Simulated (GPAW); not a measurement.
Runs of GPAW 26.7.0 on HfN. It takes space group Fm-3m (No. 225, cubic). The conventional cell has a = 4.512 Å, b = 4.512 Å, c = 4.512 Å, α = 90.00°, β = 90.00°, γ = 90.00°. Hf (site symmetry m-3m) is surrounded by 6 N at 2.26 Å. Around N (site symmetry m-3m) lie 6 Hf at 2.26 Å. 

```csv
task,level,potentials or basis,U,k mesh,cutoff (eV),maxiter,exx fraction,convergence,mesh quality,gap on the mesh (eV),pressure (GPa)
hybrid scf,TPSSh+D3(BJ),"GPAW PAW data sets (gpaw-data 1.2.1), pw",-,4 × 4 × 4,650,40,0.1,-,coarse,none,-
single point,LDA,"the program's PAW data sets (release 1.2.1) made for this functional, pw",-,8 × 8 × 8,650,120,-,default,not flagged,none,-11.9
single point,PBE,"GPAW PAW data sets (gpaw-data 1.2.1), pw",-,8 × 8 × 8,650,120,-,default,not flagged,none,(a)
single point,PBE+U,"GPAW PAW data sets (gpaw-data 1.2.1), pw",Hf d U = 3.5 eV,8 × 8 × 8,600,120,-,default,not flagged,none,15.2
single point,r2SCAN,"GPAW PAW data sets (gpaw-data 1.2.1), pw",-,8 × 8 × 8,650,120,-,default,not flagged,none,0.5
```

Alike in all rows: no spin polarisation; cell as given; smearing fermi-dirac 0.05 eV.

Question: Fill in the values left out.

Answer: (a) 3.9.

Caveats: some runs use coarse meshes; the cutoff is short for stress and forces, so pressures can be off by a GPa or more (some runs); the PAW data sets were made with another functional, which shifts forces and pressure a little (some runs); exact exchange converges slowly with the k mesh, and this mesh is small (some runs); the scaled meta-GGA exchange is a class typed in the script (some runs); pairwise dispersion overbinds metals, which lowers pressure and volume (some runs); U without spin polarisation on a metal has little footing (some runs).

A k mesh can miss the band edges, and the runs leave out spin-orbit coupling on Hf.

A gap of «none» marks a metal or a gap under the smearing width.
